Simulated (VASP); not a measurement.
# Al under changes of volume

One of the cells (16.319 Å³/atom); the others are scaled copies at fixed shape and fractional positions:

```
Al
1.0
     2.84229    0.00000    0.00000
    -1.42115    2.46150    0.00000
     0.00000    0.00000    4.66510
Al
2
Direct
  0.33333 0.66667 0.25000
  0.66667 0.33333 0.75000
```

This isn't the form of Al at room conditions, which is fcc.

```yaml
Program: VASP 6.6.1
Functional: PBEsol
Potentials_or_basis: VASP PAW PBE potentials, release 64 (Al)
Cutoff: 520 eV
k_mesh: 10 × 10 × 6
Occupations: fermi-dirac, width 0.05 eV
Spin: no spin polarisation
```

| volume (Å³/atom) | energy over the lowest point (meV/atom) | pressure (GPa) |
| --- | --- | --- |
| 15.666 | 7.21 | 3.6 |
| 15.993 | ? | ? |
| 16.319 | 0.00 | 0.0 |
| 16.646 | 1.55 | -1.5 |
| 16.972 | 6.08 | -2.9 |

**Question.** What does the run at 15.993 Å³/atom give?

**Answer.** Energy over the lowest point 1.76 meV/atom; pressure 1.7 GPa.

Worked out: A Birch-Murnaghan fit of order 2 (a polynomial in V^(-2/3)) to the other rows has its minimum at 16.32 Å³/atom with B0 = V·E''(V) = 81 GPa at fixed shape and positions, which overstates the stiffness. It gives 1.77 meV/atom at 15.993 Å³/atom, against the run's 1.76, and -dE/dV = 1.7 GPa, against 1.7.

Energies are extrapolated to zero smearing.

Caveats: the PAW data sets were made with another functional, which shifts forces and pressure a little.
